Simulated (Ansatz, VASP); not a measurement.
## Re: VASP beside Ansatz

The input INCAR:

```
SYSTEM = Re
ALGO = Normal ; EDIFF = 1E-6
ENCUT = 520 ; GGA = PS
ISIF = 2 ; ISMEAR = -1
LASPH = .True. ; LCHARG = .False.
LREAL = .False. ; LWAVE = .False.
NBANDS = 10 ; NELM = 60
PREC = Accurate ; SIGMA = 0.1
```

The input KPOINTS:

```
k-points
0
Gamma
  14 14 14
  0 0 0
```

The input POSCAR:

```
Re
1.0
    2.5877216374      0.0000000000      0.0000000000
    0.0000000000      2.5877216374      0.0000000000
    0.0000000000      0.0000000000      2.5877216374
Re
1
Direct
    0.0000000000      0.0000000000      0.0000000000
```

Input for Ansatz:

```yaml
crystal:
  lattice:
    - [2.5877216374, 0.0, 0.0]
    - [0.0, 2.5877216374, 0.0]
    - [0.0, 0.0, 2.5877216374]
  atoms:
    - { symbol: Re, position: [0.0, 0.0, 0.0] }
hamiltonian:
  xc: pbesol
  pseudopotentials:
    kind: paw
    azcp:
      Re: "pseudopotentials/Re.paw.azcp"
basis:
  ecutwfc: 420
  fft_grid_basis: typed
kpoints:
  mp_grid: { grid: [14, 14, 14], shift: [0, 0, 0] }
magnetization:
  spin_polarized: false
scf:
  occupations: { method: fermi_dirac, width: 0.1 }
  lower_state_search: "off"
output:
  stress: true
  write_density: true
  write_potential: true
  elf: true
  volumetric_format: npy
```

Alike in both runs: task single point; functional PBEsol; k mesh 14 × 14 × 14; occupations fermi-dirac, width 0.1 eV; no spin polarisation.

|  | VASP | Ansatz |
| --- | --- | --- |
| version | VASP 6.6.1 | Ansatz 0.2.0 |
| potentials or method | VASP PAW PBE potentials, release 64 (Re) | plane waves (420 eV) with PAW, scalar-relativistic |
| plane-wave cutoff (eV) | 520 | 420 |
| valence electrons in the cell | 7 | 15 |

VASP gave:

- pressure (GPa): -11.5

Q: What did Ansatz give for the same quantities?

A: Pressure (GPa): -10.7.

The two sets of potentials don't hold the same shells in valence. Ansatz warned: «pseudo_functional_mismatch».

Caveats: the PAW data sets were made with another functional, which shifts forces and pressure a little (VASP). Spin-orbit coupling is left out, which matters for the levels of Re.
